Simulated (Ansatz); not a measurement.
# SiRu: dielectric response

How strongly does SiRu in the database structure screen an electric field, and what charges do its ions carry when they move?

Program: Ansatz 0.2.0. Linear response, PAW datasets, plane waves. Calculated at 0 K for a non-magnetic cell.

### 1 The system as given

The cell was relaxed beforehand with r2SCAN.

The symmetry is P2_13 (No. 198, cubic); conventional cell a = 4.705 Å, 13.02 Å³ an atom. Near Si stand 7 Ru at 2.38–2.70 Å; near Ru stand 7 Si at 2.38–2.70 Å.

As a file:

```
Si Ru
1.0
     4.70482    0.00000    0.00000
     0.00000    4.70482    0.00000
     0.00000    0.00000    4.70482
Si Ru
4 4
Direct
  0.16242 0.33758 0.66242
  0.33758 0.66242 0.16242
  0.66242 0.16242 0.33758
  0.83758 0.83758 0.83758
  0.87060 0.62940 0.37060
  0.62940 0.37060 0.87060
  0.37060 0.87060 0.62940
  0.12940 0.12940 0.12940
```

### 2 Field response with r2SCAN

input.yaml reads:

```yaml
crystal:
  lattice:
    - [4.7048235956, 0.0, 0.0]
    - [0.0, 4.7048235956, 0.0]
    - [0.0, 0.0, 4.7048235956]
  atoms:
    - { symbol: Si, position: [0.1624240174, 0.3375759826, 0.6624240174] }
    - { symbol: Si, position: [0.3375759826, 0.6624240174, 0.1624240174] }
    - { symbol: Si, position: [0.6624240174, 0.1624240174, 0.3375759826] }
    - { symbol: Si, position: [0.8375759826, 0.8375759826, 0.8375759826] }
    - { symbol: Ru, position: [0.8705990389, 0.6294009611, 0.3705990389] }
    - { symbol: Ru, position: [0.6294009611, 0.3705990389, 0.8705990389] }
    - { symbol: Ru, position: [0.3705990389, 0.8705990389, 0.6294009611] }
    - { symbol: Ru, position: [0.1294009611, 0.1294009611, 0.1294009611] }
kpoints:
  mp_grid: { grid: [4, 4, 4] }
hamiltonian:
  xc: r2scan
scf:
  occupations: { method: fixed }
dielectric: {}
```

Run with:

```console
$ ansatz run input.yaml --threads 4 --pin off --max-ram 5529MiB --backend cpu --events-out ev --progress --plain --runs-dir out
```

What does the calculation give? Wanted: ε∞, r2SCAN at the r2SCAN cell; Born charges.

**Answer**, as computed:

| quantity | value |
| --- | --- |
| ε∞, r2SCAN at the r2SCAN cell | 34.56 |
| Born charges (mean of the diagonal), r2SCAN | Si +4.31, Ru -4.31 e |

ε∞ averages 34.6 in r2SCAN, so the refractive index well below the gap is about 5.88 at that level.
